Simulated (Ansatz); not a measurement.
We consider wurtzite InN, described by PBEsol+SOC in Ansatz (PAW).

Run with plane-wave cutoff 520 eV, 12×12×6 k mesh (along the axes of the cell as run), Fermi–Dirac smearing 0.01 eV, PAW data made under PBE.

Shape and atoms are relaxed at each volume.

Pressure at four volumes; x = ln(V/15.462 Å³). One pressure is withheld.

```csv
V (Å³/atom),x,P (GPa)
14.844,-0.0408,?
15.153,-0.0202,2.88
15.462,0.0000,0.00
16.081,0.0393,-4.87
```

Question: Pass a parabola P(x) through the three rows shown, estimate the bulk modulus and its pressure derivative near zero pressure, and predict the withheld pressure.

Answer: Slopes between the rows: (0.00 − (2.88))/(0.0000 − (-0.0202)) = -142.57 and (-4.87 − (0.00))/(0.0393 − (0.0000)) = -123.92 GPa. Their difference over the span 0.0595 is c = 18.65/0.0595 = 313.4 GPa, so P(x) = 2.88 + (-142.57)(x − (-0.0202)) + 313.4 (x − (-0.0202))(x − (0.0000)). At the middle row B = −dP/dx = −[-142.57 + 313.4 × 0.0202] = 136.2 GPa, and B′ = dB/dP = 2c/B = 4.6. At x = -0.0408 the parabola gives 6.08 GPa; the run gives 6.10 GPa. The Birch–Murnaghan fit to the energies at all volumes has B0 = 136 GPa and B′ = 4.6.

Measured, for comparison: bulk modulus 126 GPa (room temperature, no zero-point or thermal correction; as tabulated in Phys. Rev. B 49, 14 (GaN and InN under pressure), abstract). Computed less measured: bulk modulus +8 %.

Note: this level leaves the solid without a gap, although one is measured.

Ansatz is a first-principles code.
